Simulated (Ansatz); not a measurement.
Wurtzite PbS (no longer in that coordination), relaxed with r2SCAN, was run in the plane-wave code Ansatz under altered settings. All numbers are computed, without spin polarisation but where a row says otherwise.

```yaml
crystal:
  lattice:
    - [4.99703, 0.00000, 0.00000]
    - [-2.49852, 4.32755, 0.00000]
    - [0.00000, 0.00000, 5.99770]
  atoms:
    - { symbol: Pb, position: [0.33333, 0.66667, 0.93592] }
    - { symbol: Pb, position: [0.66667, 0.33333, 0.43592] }
    - { symbol: S, position: [0.33333, 0.66667, 0.43908] }
    - { symbol: S, position: [0.66667, 0.33333, 0.93908] }
```

The base run's other keys:
```yaml
kpoints:
  mp_grid: { grid: [6, 6, 2] }
hamiltonian:
  xc: hse06
scf:
  occupations: { method: fixed }
  n_extra_bands: 5
```

It takes 16 iterations with 2523 plane waves at 420 eV and 14 k points, and leaves a mean stress of +0.76 GPa. The gap over this mesh is 1.986 eV. It ran on 4 threads of AMD EPYC 9R45 96-Core Processor (Zen 5), with other jobs on the host.

Outcomes, with energy and stress as changes against the base:
```
                                     setting    outcome  ΔF (meV/atom)  Δ mean stress (GPa)  gap on the mesh (eV)  iterations  wall time
 PBE hybrid, exx coeff 0.4, omega 0.2078 1/Å  converged              –                 -0.4                 2.373          20       19 s
PBE hybrid, exx coeff 0.05, omega 0.2078 1/Å  converged              –                 +0.6                 1.504          11       16 s
                       scf.mixing.beta: 0.05  converged            0.0                  0.0                 1.986          18       17 s
```
A dash marks a value that wasn't obtained or can't be compared. Stress is positive in compression. The base took 17 s. The base's mesh is coarse for a hybrid, so its own values aren't converged.

- PBE hybrid, exx coeff 0.4, omega 0.2078 1/Å. That is 40 % exact exchange, screened with ω = 0.2078 1/Å, against HSE06's 25 % screened at 0.208 1/Å. The mean stress moves by -0.4 GPa and the gap on the mesh by +0.387 eV (to 2.373). Totals of different functionals aren't comparable.
- PBE hybrid, exx coeff 0.05, omega 0.2078 1/Å. That is 5 % exact exchange, screened with ω = 0.2078 1/Å, against HSE06's 25 % screened at 0.208 1/Å. The mean stress moves by +0.6 GPa and the gap on the mesh by -0.482 eV (to 1.504). Totals of different functionals aren't comparable.

Within 1 meV an atom, 0.1 GPa and 0.005 eV of the base stay: scf.mixing.beta: 0.05.

Spin-orbit coupling is left out; in compounds of Pb, Bi, Tl or Hg it can lower a gap by up to about 1 eV, split its edges or invert the bands.

The program warns that its thresholds are loose for a hybrid's stress.

The meshes of the hybrids are coarse, so their gaps aren't converged to the digits shown.
